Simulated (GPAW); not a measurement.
A run of GPAW 26.7.0:

Contents of run.py:

```python
from ase import Atoms
from ase.dft.bandgap import bandgap
from ase.io import write
from ase.units import GPa
from gpaw import GPAW, PW

atoms = Atoms(['Si'],
              cell=[[2.6205428149, 0.0, 0.0],
                    [-1.3102714075, 2.2694566494, 0.0],
                    [0.0, 0.0, 2.46635439]],
              scaled_positions=[[0.0, 0.0, 0.0]],
              pbc=True)

calc = GPAW(mode=PW(500),
            xc='MGGA_X_R2SCAN+MGGA_C_R2SCAN',
            kpts={'size': (9, 9, 9), 'gamma': True},
            occupations={'name': 'fermi-dirac', 'width': 0.05},
            nbands=8,
            maxiter=120,
            txt='gpaw.txt')
atoms.calc = calc
energy = atoms.get_potential_energy()
forces = atoms.get_forces()
stress = atoms.get_stress()
calc.write('gs.gpw')
write('result.traj', atoms)
print(f'Energy: {energy:.6f} eV')
print('Forces (eV/A):')
print(forces.round(4))
print('Stress (GPa):', (stress / GPa).round(3))
print('Fermi level:', round(calc.get_fermi_level(), 4), 'eV')
print(f'Gap: {bandgap(calc)[0]:.4f} eV, direct: {bandgap(calc, direct=True)[0]:.4f} eV')
```

Potentials or basis: GPAW PAW data sets (gpaw-data 1.2.1), pw.

Launch:

```sh
$ OMP_NUM_THREADS=1 python run.py
```

Hardware: 1 thread of Intel(R) Xeon(R) Platinum 8259CL CPU @ 2.50GHz (Skylake/Cascade Lake) (shared host).

Task: How long does it take, and how much memory?

Result: It took 22 s on 1 thread of Intel(R) Xeon(R) Platinum 8259CL CPU @ 2.50GHz (Skylake/Cascade Lake) (shared host), peak memory 0.15 GiB. Counts: scf iterations 11, plane waves 393, bands 8, k points 60.
